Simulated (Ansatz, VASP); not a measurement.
**One calculation of Si, two programs**

The input INCAR:

```
PREC = Accurate ; ENCUT = 520
EDIFF = 1E-6 ; ISMEAR = -1
SIGMA = 0.1 ; LREAL = False
LASPH = True ; NELM = 80
ALGO = Normal ; ISIF = 2
LWAVE = False ; LCHARG = False
GGA = B5 ; ALDAX = 1.0
AGGAX = 1.0 ; AGGAC = 1.0
ALDAC = 0.0 ; NBANDS = 11
```

The input KPOINTS:

```
regular mesh
0
Gamma
  15 15 7
```

The input POSCAR:

```
Si
1.0
    2.6144065321      0.0000000000      0.0000000000
   -1.3072032660      2.2641424726      0.0000000000
    0.0000000000      0.0000000000      4.9258633549
Si
2
Direct
    0.3333333333      0.6666666667      0.2500000000
    0.6666666667      0.3333333333      0.7500000000
```

Input for Ansatz:

```yaml
crystal:
  lattice:
    - [2.6144065321, 0.0, 0.0]
    - [-1.307203266, 2.2641424726, 0.0]
    - [0.0, 0.0, 4.9258633549]
  atoms:
    - { symbol: Si, position: [0.3333333333, 0.6666666667, 0.25] }
    - { symbol: Si, position: [0.6666666667, 0.3333333333, 0.75] }
hamiltonian:
  xc: blyp
  pseudopotentials:
    kind: paw
    azcp:
      Si: "pseudopotentials/Si.paw.azcp"
basis:
  ecutwfc: 420
  fft_grid_basis: typed
kpoints:
  mp_grid: { grid: [15, 15, 7], shift: [0, 0, 0] }
magnetization:
  spin_polarized: false
scf:
  occupations: { method: fermi_dirac, width: 0.1 }
  lower_state_search: "off"
output:
  stress: true
```

Alike in both runs: task single point; functional BLYP; k mesh 15 × 15 × 7; occupations fermi-dirac, width 0.1 eV; no spin polarisation.

```csv
,VASP,Ansatz
version,VASP 6.6.1,Ansatz 0.2.0
potentials or method,"VASP PAW PBE potentials, release 64 (Si)","plane waves (420 eV) with PAW, scalar-relativistic"
plane-wave cutoff (eV),520,420
valence electrons in the cell,8,8
```

|  | VASP | Ansatz | Ansatz less VASP |
| --- | --- | --- | --- |
| pressure (GPa) | 9.6 | 9.1 | -0.51 |
| largest component of the traceless stress (GPa) | 4.19 | 4.06 | -0.132 |

Caveats: the PAW data sets were made with another functional, which shifts forces and pressure a little (VASP).
